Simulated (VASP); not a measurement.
The system is Se.

```
Se
1.0
     4.03459    0.00000    0.00000
    -2.01730    3.49406    0.00000
     0.00000    0.00000    5.12742
Se
3
Cartesian
  1.0068 0.0000 1.7091
  -0.5034 0.8719 3.4183
  1.5139 2.6222 5.1274
```

Program: VASP 6.6.1. Alike in all runs: task single point; potentials or basis VASP PAW PBE potentials, release 64 (Se); no spin polarisation; cell as given; k mesh 9 × 9 × 6. Hardware: 1 thread of Intel(R) Xeon(R) Platinum 8488C (Sapphire Rapids), on a shared host.

Order these runs on this cell by their wall time, lowest first.
A. level PBEsol; cutoff (eV) 520; smearing gaussian 0.5 eV
B. level PBEsol; cutoff (eV) 900; smearing gaussian 0.02 eV
C. level r2SCAN; cutoff (eV) 520; smearing gaussian 0.02 eV

A (94 s), B (220 s), C (450 s).
